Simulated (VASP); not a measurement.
Wanted: the native input for a VASP 6.6.1 run.

```
Task                   : single point
Functional             : PBE
Potentials or basis    : VASP PAW PBE potentials, release 64 (Cl, Li)
Cutoff                 : 500 eV
k mesh                 : 9 × 9 × 9
Occupations            : gaussian, width 0.05 eV
Spin                   : no spin polarisation
Further INCAR settings : ALGO = Normal; EDIFF = 1e-06
```

The structure of LiCl lies in POSCAR:

```
LiCl
3.6271
    0.000000000000      0.707113120675      0.707113120675
    0.707113120675      0.000000000000      0.707113120675
    0.707113120675      0.707113120675      0.000000000000
Cl Li
1 1
Direct
    0.5000000000      0.5000000000      0.5000000000
    0.0000000000      0.0000000000      0.0000000000
```

The input as run:

INCAR

```
  PREC = Accurate
  ENCUT = 500
  EDIFF = 1E-6
  ISMEAR = 0
  SIGMA = 0.05
  LREAL = F
  LASPH = T
  NELM = 60
  ALGO = Normal
  ISIF = 2
  LWAVE = F
  LCHARG = T
  GGA = PE
  LELF = T
  LVHAR = T
```

KPOINTS

```
regular mesh
0
Gamma
  9 9 9
```

Potentials or basis: VASP PAW PBE potentials, release 64 (Cl, Li).

Command:

```bash
$ cat potpaw_PBE.64/Cl/POTCAR potpaw_PBE.64/Li/POTCAR > POTCAR
$ mpirun -np 1 vasp_std > vasp.out
```

It gave:

| Quantity | Value |
| --- | --- |
| Pressure | 0.4 GPa |
| Band gap on the k mesh | 6.33 eV, direct |

Caveat: an odd mesh through Γ misses points on the zone boundary, where band edges often lie.

It took 6.7 s on 1 thread of AMD EPYC 9R45 (Zen 5), on a shared host, peak memory 0.11 GiB.
